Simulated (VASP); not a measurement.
# MoP (P-6m2) in VASP: notebook, part 2 of 2

VASP 6.6.1. The steps go on from the part before.

## Step 3: Relaxation of shape and atoms at fixed volume, PBEsol (a relaxed cell with its volume scaled by 1.02)

The input, INCAR:

```
  PREC = Accurate
  ENCUT = 600
  EDIFF = 1E-7
  ISMEAR = 1
  SIGMA = 0.1
  LREAL = False
  LASPH = True
  NELM = 80
  ALGO = Fast
  ISIF = 4
  LWAVE = False
  LCHARG = False
  GGA = PS
  IBRION = 2
  NSW = 40
  EDIFFG = -0.01
```

The input, KPOINTS:

```
Automatic mesh
0
Gamma
  15 15 11
```

The input, POSCAR:

```
MoP                                     
1.0
    3.2298029429     -0.0000000000      0.0000000000
   -1.6149014714      2.7970913978     -0.0000000000
   -0.0000000000      0.0000000000      3.1943012148
  Mo              P             
     1     1
Direct
     0.0000000000000000    0.0000000000000000    0.0000000000000000
     0.3333333332999970    0.6666666667000030    0.5000000000000000
```

Potentials or basis: VASP PAW PBE potentials, release 64 (Mo_sv, P).

Command:

```console
$ cat potpaw_PBE.64/Mo_sv/POTCAR potpaw_PBE.64/P/POTCAR > POTCAR
$ mpirun -np 1 vasp_std > vasp.out
```

OUTCAR:

```text
PREC = Accurate
   ENCUT = 600
   EDIFF = 1E-7
   ISMEAR = 1
   LREAL = False
   LASPH = True
   NELM = 80
   ISIF = 4
   GGA = PS
   IBRION = 2
   NSW = 40
   EDIFFG = -0.01

 ion  position               nearest neighbor table
   1  0.000  0.000  0.000-   2 2.46   2 2.46   2 2.46   2 2.46   2 2.46   2 2.46
   2  0.333  0.667  0.500-   1 2.46   1 2.46   1 2.46   1 2.46   1 2.46   1 2.46

  LATTYP: Found a hexagonal cell.
 ALAT       =     3.2298029429
 C/A-ratio  =     0.9890080823

  Lattice vectors:

 A1 = (   3.2298029429,   0.0000000000,   0.0000000000)
 A2 = (  -1.6149014714,   2.7970913978,   0.0000000000)
 A3 = (   0.0000000000,   0.0000000000,   3.1943012148)

Analysis of symmetry for initial positions (statically):
=====================================================================
 Subroutine PRICEL returns:
 Original cell was already a primitive cell.

 Routine SETGRP: Setting up the symmetry group for a
 hexagonal supercell.

 Subroutine GETGRP returns: Found 12 space group operations
 (whereof 12 operations were pure point group operations)
 out of a pool of 24 trial point group operations.

The static configuration has the point symmetry D_3h.

[... 173 lines left out ...]
  in kB      -42.0109240    -42.0109240    -53.6259063     -0.0000000      0.0000000      0.0000000
  external PRESSURE =     -45.8825848 kB  Pullay stress =       0.0000000 kB
[... 59 lines left out ...]
--------------------------------------- Ionic step        3  -------------------------------------------

 number of electron      18.9999999 magnetization

 Free energy of the ion-electron system (eV)
  ---------------------------------------------------
  ext. energy  EPLUGINS =         0.00000000
  ---------------------------------------------------
  free energy    TOTEN  =       -19.04220398 eV

  energy without entropy =      -19.04174341  energy(sigma->0) =      -19.04205046

 E-fermi :  11.7606     XC(G=0): -12.6818

 val. band max:       11.7246778138   @ k =   0.2667   0.0667   0.3636
 cond. band min:      11.7639321762   @ k =   0.4000   0.0000   0.0909
 fundamental gap:      0.0392543624
 Fermi energy:        11.7605771753

 k-point     1 :       0.0000    0.0000    0.0000
  band No.  band energies     occupation
      1     -49.3592      2.00000
      2     -23.5359      2.00000
      3     -23.3363      2.00000
      4     -23.3363      2.00000
      5      -2.1478      2.00000
      6       7.5537      2.00000
      7       8.4181      2.00000
      8       8.4181      2.00000
      9      11.0973      2.00000
     10      12.0268     -0.00109
     11      12.0268     -0.00109
     12      15.8612      0.00000
     13      15.8612      0.00000
[... 354 lines left out ...]
  band No.  band energies     occupation
      1     -49.3251      2.00000
      2     -23.6318      2.00000
      3     -23.4876      2.00000
      4     -23.4854      2.00000
      5       0.7247      2.00000
      6       4.8643      2.00000
      7       7.1512      2.00000
      8       7.9910      2.00000
      9      10.5869      2.00000
     10      10.9386      2.00000
     11      12.5964     -0.00000
     12      13.3546     -0.00000
     13      17.8030      0.00000

 [... further k-points ...]
[... 5 lines left out ...]
  --------------------------------------------------------------------------------------
  -------------------------------------------------------------------------------------
  Total       -0.7963124     -0.7963124     -0.7951892     -0.0000000      0.0000000     -0.0000000
  in kB      -44.2115242    -44.2115242    -44.1491656     -0.0000000      0.0000000     -0.0000000
  external PRESSURE =     -44.1907380 kB  Pullay stress =       0.0000000 kB
[... 17 lines left out ...]
  FREE ENERGIE OF THE ION-ELECTRON SYSTEM (eV)
  ---------------------------------------------------
  free  energy   TOTEN  =       -19.0422039825 eV

  energy  without entropy=      -19.0417434128  energy(sigma->0) =      -19.04205046

 reached required accuracy - stopping structural energy minimisation
```

OSZICAR:

```text
N       E                     dE             d eps       ncg     rms          rms(c)
DAV:   1     0.134167842453E+03    0.13417E+03   -0.10978E+04  4220   0.155E+03
DAV:   2    -0.161873434513E+02   -0.15036E+03   -0.14751E+03  4862   0.385E+02
DAV:   3    -0.200887884898E+02   -0.39014E+01   -0.37914E+01  5411   0.555E+01
DAV:   4    -0.201180608888E+02   -0.29272E-01   -0.29267E-01  4522   0.514E+00
[... 23 lines left out ...]
DAV:   1    -0.190422837951E+02   -0.94014E-04   -0.34393E-03  4507   0.639E-01    0.515E-02
RMM:   2    -0.190422195972E+02    0.64198E-04   -0.74463E-05  4230   0.807E-02    0.236E-02
RMM:   3    -0.190422036298E+02    0.15967E-04   -0.41551E-05  4213   0.592E-02    0.519E-03
RMM:   4    -0.190422039340E+02   -0.30422E-06   -0.39440E-06  4257   0.207E-02    0.280E-03
RMM:   5    -0.190422039825E+02   -0.48495E-07   -0.70684E-07  3472   0.795E-03
   3 F= -.19042204E+02 E0= -.19042050E+02  d E =-.290233E-03
```

It took 2 min on 1 thread of Intel Xeon Platinum 8488C (Sapphire Rapids), shared host; peak memory 0.22 GiB.

What came out:

```
Free energy               : -19.0422 eV
Energy gained by relaxing : 0.1 meV/atom
Ionic steps               : 3
Pressure after relaxing   : -4.4 GPa
Band gap on the k mesh    : none (metal or under the smearing width)
```

Step by step:
| step | energy change (eV) | largest force (eV/Å) | pressure (GPa) |
| --- | --- | --- | --- |
| 1 | 0.0000 | 0.0000 | -4.59 |
| 2 | -0.0003 | 0.0000 | -4.39 |
| 3 | -0.0003 | 0.0000 | -4.42 |

Final structure:
```xyz
2
Lattice="3.2343 0.0000 0.0000 -1.6171 2.8010 0.0000 0.0000 0.0000 3.1855" Properties=species:S:1:pos:R:3 pbc="T T T"
Mo    0.0000    0.0000    3.1855
P     0.0000    1.8673    1.5927
```

Caveat: the PAW data sets were made with another functional, which shifts forces and pressure a little.

## Step 4: Relaxation of shape and atoms at fixed volume, PBEsol (a relaxed cell with its volume scaled by 1.04)

INCAR is that of step 3.

KPOINTS is that of step 3.

The input, POSCAR:

```
MoP                                     
1.0
    3.2507762770     -0.0000000000      0.0000000000
   -1.6253881384      2.8152548379     -0.0000000000
   -0.0000000000      0.0000000000      3.2150440117
  Mo              P             
     1     1
Direct
     0.0000000000000000    0.0000000000000000    0.0000000000000000
     0.3333333332999970    0.6666666667000030    0.5000000000000000
```

Command:

```console
$ cat potpaw_PBE.64/Mo_sv/POTCAR potpaw_PBE.64/P/POTCAR > POTCAR
$ mpirun -np 1 vasp_std > vasp.out
```

It took 1.9 min on 1 thread of Intel Xeon Platinum 8488C (Sapphire Rapids), shared host; peak memory 0.22 GiB.

Results (log left out):

* Free energy: -19.0198 eV
* Energy gained by relaxing: 0.6 meV/atom
* Ionic steps: 3
* Pressure after relaxing: -8.4 GPa
* Band gap on the k mesh: none (metal or under the smearing width)

The path:
```tsv
step	energy change (eV)	largest force (eV/Å)	pressure (GPa)
1	0.0000	0.0000	-8.70
2	-0.0011	0.0000	-8.33
3	-0.0011	0.0000	-8.40
```

Final structure:
```
Mo P
1.0
     3.25971    0.00000    0.00000
    -1.62985    2.82299    0.00000
     0.00000    0.00000    3.19745
Mo P
1 1
Direct
  0.00000 0.00000 0.00000
  0.33333 0.66667 0.50000
```

Levels at points of the mesh, in eV from the Fermi level:
```
           k point  band 8  band 9  band 10  band 11  band 12  band 13
(0.00, 0.00, 0.00)   -3.29   -0.63     0.27     0.27     4.02     4.02
```

Caveat: the PAW data sets were made with another functional, which shifts forces and pressure a little.

## Step 5: Relaxation of shape and atoms at fixed volume, PBEsol (a relaxed cell with its volume scaled by 1.06)

INCAR is that of step 4.

KPOINTS is that of step 4.

The input, POSCAR:

```
MoP                                     
1.0
    3.2714824166     -0.0000000000      0.0000000000
   -1.6357412083      2.8331868808     -0.0000000000
   -0.0000000000      0.0000000000      3.2355225511
  Mo              P             
     1     1
Direct
     0.0000000000000000    0.0000000000000000    0.0000000000000000
     0.3333333332999970    0.6666666667000030    0.5000000000000000
```

Command:

```console
$ cat potpaw_PBE.64/Mo_sv/POTCAR potpaw_PBE.64/P/POTCAR > POTCAR
$ mpirun -np 1 vasp_std > vasp.out
```

Wall time 2.1 min (1 thread of Intel Xeon Platinum 8488C (Sapphire Rapids), shared host); peak memory 0.22 GiB.

It converged, with:

* Free energy: -18.9841 eV
* Energy gained by relaxing: 1.2 meV/atom
* Ionic steps: 3
* Pressure after relaxing: -12.0 GPa
* Band gap on the k mesh: none (metal or under the smearing width)

The path:
| step | energy change (eV) | largest force (eV/Å) | pressure (GPa) |
| --- | --- | --- | --- |
| 1 | 0.0000 | 0.0000 | -12.39 |
| 2 | -0.0023 | 0.0000 | -11.89 |
| 3 | -0.0024 | 0.0000 | -11.96 |

Final structure:
```
Mo P
1.0
     3.28480    0.00000    0.00000
    -1.64240    2.84472    0.00000
     0.00000    0.00000    3.20934
Mo P
1 1
Cartesian
  0.0000 0.0000 3.2093
  0.0000 1.8965 1.6047
```

Levels at points of the mesh, in eV from the Fermi level:
```
           k point  band 6  band 7  band 8  band 9  band 10  band 11  band 12  band 13
(0.00, 0.00, 0.00)   -3.96   -3.24   -3.24   -0.59     0.27     0.27     3.94     3.94
```

Caveat: the PAW data sets were made with another functional, which shifts forces and pressure a little.

## Step 6: Relaxation of cell and atoms, PBE+D3(BJ)

This run uses another cell than the first one, of 14.35 Å³/atom, 1.015 times its volume.

The input, INCAR:

```
  PREC = Accurate
  ENCUT = 600
  EDIFF = 1E-6
  ISMEAR = 1
  SIGMA = 0.1
  LREAL = F
  LASPH = T
  NELM = 80
  ALGO = Normal
  ISIF = 3
  LWAVE = F
  LCHARG = F
  GGA = PE
  IVDW = 12
  IBRION = 2
  NSW = 90
  EDIFFG = -0.01
```

KPOINTS is that of step 5.

The input, POSCAR:

```
MoP
1.0
    3.2230000000      0.0000000000      0.0000000000
   -1.6115000000      2.7911998764      0.0000000000
    0.0000000000      0.0000000000      3.1910000000
Mo P
1 1
Direct
    0.0000000000      0.0000000000      0.0000000000
    0.3333333333      0.6666666667      0.5000000000
```

Potentials or basis: VASP PAW PBE potentials, release 64 (Mo_sv, P).

Command:

```console
$ cat potpaw_PBE.64/Mo_sv/POTCAR potpaw_PBE.64/P/POTCAR > POTCAR
$ mpirun -np 1 vasp_std > vasp.out
```

It took 2.8 min on 1 thread of Intel Xeon Platinum 8488C (Sapphire Rapids), shared host; peak memory 0.24 GiB.

Results (log left out):

```
Free energy                            : -18.9296 eV
Relaxed volume                         : 14.07 Å³/atom
Relaxed cell                           : a = 3.200 Å, b = 3.200 Å, c = 3.173 Å, α = 90.00°, β = 90.00°, γ = 120.00°
Space group after relaxing (to 0.05 Å) : P-6m2 (No. 187)
Energy gained by relaxing              : 4.0 meV/atom
Ionic steps                            : 5
Pressure after relaxing                : 0.0 GPa
Band gap on the k mesh                 : none (metal or under the smearing width)
Dispersion energy per atom             : -0.642 eV
```

Step by step:
| step | energy change (eV) | largest force (eV/Å) | pressure (GPa) | volume (Å³) |
| --- | --- | --- | --- | --- |
| 1 | 0.0000 | 0.0000 | -4.52 | 28.71 |
| 2 | 0.0275 | 0.0000 | 10.56 | 27.06 |
| 3 | -0.0079 | 0.0000 | -0.09 | 28.16 |
| 4 | -0.0079 | 0.0000 | 0.00 | 28.15 |
| 5 | -0.0081 | 0.0000 | 0.04 | 28.14 |

Final structure:
```
Mo P
1.0
     3.19971    0.00000    0.00000
    -1.59986    2.77103    0.00000
     0.00000    0.00000    3.17338
Mo P
1 1
Cartesian
  -1.5999 2.7710 0.0000
  0.0000 1.8474 1.5867
```

Levels at points of the mesh, in eV from the Fermi level:
```csv
k point,band 7,band 8,band 9,band 10,band 11,band 12,band 13
"(0.00, 0.00, 0.00)",-3.40,-3.40,-0.74,0.25,0.25,4.19,4.19
```

Caveat: pairwise dispersion overbinds metals, which lowers pressure and volume.

## Step 7: Summary

| task | level | cell | gap on the mesh (eV) | pressure (GPa) |
| --- | --- | --- | --- | --- |
| relaxation of shape and atoms at fixed volume | PBEsol | atoms relaxed at fixed volume | none | 0.0 |
| relaxation of shape and atoms at fixed volume | PBEsol | atoms relaxed at fixed volume from: a relaxed cell with its volume scaled by 1.02 | none | -4.4 |
| relaxation of shape and atoms at fixed volume | PBEsol | atoms relaxed at fixed volume from: a relaxed cell with its volume scaled by 1.04 | none | -8.4 |
| relaxation of shape and atoms at fixed volume | PBEsol | atoms relaxed at fixed volume from: a relaxed cell with its volume scaled by 1.06 | none | -12.0 |
| relaxation of cell and atoms | PBE+D3(BJ) | relaxed | none | 0.0 |

Alike in all rows: potentials or basis VASP PAW PBE potentials, release 64 (Mo_sv, P); no spin polarisation; k mesh 15 × 15 × 11; cutoff (eV) 600; smearing methfessel-paxton 0.1 eV.

Caveats: the PAW data sets were made with another functional, which shifts forces and pressure a little (some runs); the relaxation stopped at its first step, so nothing moved (some runs); pairwise dispersion overbinds metals, which lowers pressure and volume (some runs).

Total energies depend on the potentials used, so only differences within one code and one set of settings carry meaning.
